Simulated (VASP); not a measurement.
Here is a VASP 6.6.1 calculation.

INCAR

```
SYSTEM = PtSe2
PREC = Accurate ; ENCUT = 520
EDIFF = 1E-7 ; ISMEAR = 0
SIGMA = 0.02 ; LREAL = .FALSE.
LASPH = .TRUE. ; NELM = 60
ALGO = Normal ; ISIF = 3
LWAVE = .FALSE. ; LCHARG = .FALSE.
GGA = PE ; IVDW = 12
IBRION = 2 ; NSW = 80
EDIFFG = -0.002
```

The input KPOINTS:

```
Automatic mesh
0
G
  3 3 1
  0 0 0
```

POSCAR

```
PtSe2                                   
1.0
    3.7117936664      0.0000000000     -0.0000000000
   -1.8558968332      3.2145076050      0.0000000000
    0.0000000000     -0.0000000000      4.9719980239
  Pt              Se            
     1     2
Direct
     0.0000000000000000    0.0000000000000000    0.0000000000000000
     0.3333333300000021    0.6666666699999979    0.2647599030025702
     0.6666666699999979    0.3333333300000021    0.7352400969974298
```

Potentials or basis: VASP PAW PBE potentials, release 64 (Pt, Se).

Run with:

```console
$ cat potpaw_PBE.64/Pt/POTCAR potpaw_PBE.64/Se/POTCAR > POTCAR
$ mpirun -np 4 vasp_std > vasp.out
```

(1) What does it give for the band gap on the k mesh?

(2) Predict the dispersion energy per atom.

## Answers

(1) none (metal or under the smearing width).

(2) -0.490 eV.

Caveat: the k mesh is coarse (spacing up to 1.26 Å⁻¹), so the values aren't converged; the relaxation stopped at its first step, so nothing moved.
